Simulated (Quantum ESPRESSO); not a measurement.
**CO2: zone-centre phonons and dielectric response under several settings**

```xyz
6
Lattice="-1.9747 1.9747 3.0141 1.9747 -1.9747 3.0141 1.9747 1.9747 -3.0141" Properties=species:S:1:pos:R:3 pbc="T T T"
O     1.3223    0.9874    3.7676
O     0.6525    0.9874    0.7535
O     2.9621    0.6525   -0.7535
O    -0.9874    1.3223    2.2605
C     0.0000    0.0000    0.0000
C     0.0000    1.9747    1.5070
```

The cell comes from a database or a generator and needn't be the stable form of this composition.

All runs used Quantum ESPRESSO 7.5; relaxed cell; no spin polarisation; occupations smeared at first, fixed for the response.

```csv
level,potentials,k mesh (s: shifted),cutoff (eV),volume (Å³/atom),lowest optical mode without the field (cm⁻¹),highest optical mode without the field (cm⁻¹),highest mode with the field (cm⁻¹),ε0 (mean),Born charge of atom 1 (e),sum of the Born charges (e)
LDA,JTH 2.0 LDA,4 × 4 × 4s,707,?,?,?,?,?,?,?
PBEsol,GBRV 1.5 PBEsol,6 × 6 × 6s,612,7.61,345,1089,1250,6.4,-1.45,-0.01
```

Q: What stands in the row left open?

A: Volume 7.31 Å³/atom; lowest optical mode without the field 357 cm⁻¹; highest optical mode without the field 1121 cm⁻¹; highest mode with the field 1292 cm⁻¹; ε0 6.1; Born charge of atom 1 -1.44 e; sum of the Born charges 0.01 e.

Caveats: some runs use coarse meshes.

For the row left open. Caveat: the k mesh is coarse (spacing up to 0.56 Å⁻¹), so the values aren't converged.
